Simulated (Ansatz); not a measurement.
Ge in Ansatz: the effect of functional

The system is Ge.

```
Ge
1.0
     1.45768   -2.54172    0.00000
     1.45768    2.54172    0.00000
     0.00000    0.00000    4.63109
Ge
2
Direct
  0.33345 0.66655 0.25000
  0.66655 0.33345 0.75000
```

This isn't the form of Ge at room conditions, which is diamond.

The cell isn't the ideal one: volume scaled by 0.94.

Alike in all runs:

```yaml
Program: Ansatz 0.2.0
Task: single point
Potentials_or_basis: Ansatz PAW
k_mesh: 10 × 10 × 6
Occupations: fermi-dirac, width 0.05 eV
Spin: no spin polarisation
```

Q: One run gave: pressure 7.7 GPa. Which functional did it use?
A. LDA
B. r2SCAN
C. PBEsol

A: B.

```tsv
functional	cutoff	pressure (GPa)
LDA	420 eV (not typed: the program's choice for these potentials)	4.1
PBEsol	420 eV (not typed: the program's choice for these potentials)	6.0
r2SCAN	500 eV (not typed: the program's choice for these potentials)	7.7
```

Caveats: the PAW data sets come from PBE, with cores solved anew for the run's functional, which leaves a small shift of forces and pressure.

Runs at the PBE level aren't shown here.
